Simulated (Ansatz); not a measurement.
We consider rock-salt LiI, described by r²SCAN (Ansatz, a first-principles code, PAW).

Settings: plane-wave cutoff 560 eV, 10×10×10 k mesh, Fermi–Dirac smearing 0.01 eV, scalar-relativistic PAW data made under PBE.

Computed at the level's own relaxed cell.

Predict the smallest direct gap on the k points sampled, lattice parameter a, band gap, pressure derivative B′ of the bulk modulus and bulk modulus B0.


* **smallest direct gap on the k points sampled**: 5.13 eV
* **lattice parameter a**: 6.019 Å
* **band gap**: 5.00 eV
* **pressure derivative B′ of the bulk modulus**: 4.5
* **bulk modulus B0**: 20.8 GPa

Measured, for comparison: band gap 6.4 eV (temperature not stated, no zero-point or thermal correction, our sources range from 6.10 to 6.40; as tabulated in Aguado et al. (1998), arXiv:cond-mat/9809176); bulk modulus 24 GPa (0 K, extrapolated to 0 K; as tabulated in Doll and Stoll (1998), arXiv:cond-mat/9801031). Computed (rounded) less measured: bulk modulus -13 %.

Spin–orbit coupling is not included; with these elements it can move the gap by several tenths of an eV or more.

Static lattice: no zero-point or thermal effects.

It cost around 50 core-seconds (rough) of CPU time.
